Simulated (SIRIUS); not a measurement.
Na:

```
Na
1.0
    -2.14100    2.14100    2.14100
     2.14100   -2.14100    2.14100
     2.14100    2.14100   -2.14100
Na
1
Cartesian
  0.0000 0.0000 0.0000
```

| Property | Result |
| --- | --- |
| Program | SIRIUS 7.10.0 |
| Task | single point |
| Functional | PBE |
| Potentials or basis | PseudoDojo 0.4.1 PBE standard (scalar relativistic) |
| Cutoff | 1202 eV |
| Density cutoff | 4809 eV |
| k mesh | 9 × 9 × 9 |
| Occupations | fermi-dirac, width 0.05 eV |
| Spin | no spin polarisation |

On this cell: pressure -0.4 GPa; band gap on the k mesh none (metal or under the smearing width).

The same run follows on a disturbed copy (cell strained at random at fixed volume):

```
Na
1.0
    -2.05761    2.14356    2.19933
     2.10814   -2.08308    2.18937
     2.09200    2.11746   -2.13885
Na
1
Direct
  0.99870 0.99979 0.99469
```

Task: What does the disturbed cell give?

Result: The energy (extrapolated to zero smearing) moves by +1.9 meV/atom; pressure -0.4 GPa; band gap on the k mesh none (metal or under the smearing width).

Stress tensor (GPa, compression positive):
```
-0.38 -0.09 -0.15
-0.09 -0.36 -0.20
-0.15 -0.20 -0.50
```
